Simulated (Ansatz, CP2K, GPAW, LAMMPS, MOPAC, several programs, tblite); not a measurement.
TlBr (Pm-3m) from semi-empirical methods to plane-wave DFT

TlBr (started from an entry of an open crystallographic database), relaxed with r2SCAN+rVV10 in Ansatz, was computed with several methods. Space group Pm-3m (No. 221), cubic; a = 3.946 Å in the conventional setting, 30.73 Å³ an atom. Tl has 8 Br at 3.42 Å; Br has 8 Tl at 3.42 Å. Spin-unpolarised throughout; all numbers are computed.

Space group Pm-3m (No. 221). a = 3.946 Å, b = 3.946 Å, c = 3.946 Å, α = 90.00°, β = 90.00°, γ = 90.00°

| atom | site | symmetry | x | y | z |
| --- | --- | --- | --- | --- | --- |
| Tl | 1a | m-3m | 0.0000 | 0.0000 | 0.0000 |
| Br | 1b | m-3m | 0.5000 | 0.5000 | 0.5000 |

Gaps and times are for a single point on this cell; volume and bulk modulus come from each method's own relaxation or energy curve at fixed shape. Times are rough, from shared hosts (Arm Neoverse V1), and each method has its own mesh and cell size. A star marks a curve whose lowest point is an end point. PM7 (MOPAC), GFN1-xTB (tblite), GFN2-xTB (tblite) treat a cluster of cells at its zone centre, which samples few k points: where these miss a band edge, the gap comes out too large for that reason alone. Gaps from k meshes are read at a limited set of points (mesh, symmetry points, PBE's band edges), so each method's own least gap may be somewhat smaller. Force fields have no electrons; where one was fitted to this phase, its volume and modulus reflect the fit. xTB and the PM methods were fitted mostly to molecules, and can miss a solid's gap by electronvolts. Minimal bases can be far off for gaps. GLLB-SC's gap includes the derivative discontinuity. d marks a direct gap, i an indirect one (no mark: not told apart), a dash a value that wasn't computed or didn't pass its checks.

```
                              method              kind  gap (eV)  own volume (Å³/atom)  bulk modulus (GPa)  atoms computed  processor time
              TlBr_msw.poly (LAMMPS)       force field         –                 31.64                   –               2          0.14 s
light PBE (260 eV and a coarse mesh)  light plane-wave    1.68 d                     –                   –               2          0.67 s
                   GFN1-xTB (tblite)     tight binding      4.88                     –                   –              54           1.8 s
                                 PBE         semilocal    1.78 d                     –                   –               2           1.8 s
                   GFN2-xTB (tblite)     tight binding      5.73                     –                   –              54           3.1 s
                      PBE/SZV (CP2K)       small basis    1.62 d                     –                   –               2             4 s
              PBE/single zeta (GPAW)       small basis    1.70 d                     –                   –               2           4.2 s
                              r2SCAN         semilocal    2.23 d                     –                   –               2           4.2 s
                      GLLB-SC (GPAW)   model potential      3.36                     –                   –               2           7.4 s
                     PBE/DZVP (CP2K)       small basis    1.79 d                33.78*                 20*               2            11 s
                         PM7 (MOPAC)    semi-empirical      8.18                     –                   –              54            12 s
```

Against r2SCAN (2.23 eV) and with closed or daggered gaps left aside, the nearest gap at the points sampled is that of PBE/DZVP (CP2K) (-0.44 eV) and the farthest that of PM7 (MOPAC) (+5.95 eV). r2SCAN is only a yardstick of convenience: semilocal gaps usually lie below measured ones, which GLLB-SC and hybrids aim to mend.

Runs without a result: PM6 (MOPAC) (single point, out of time).

Spin-orbit coupling is left out; in compounds of Pb, Bi, Tl or Hg it can lower a gap by up to about 1 eV, split its edges or invert the bands.
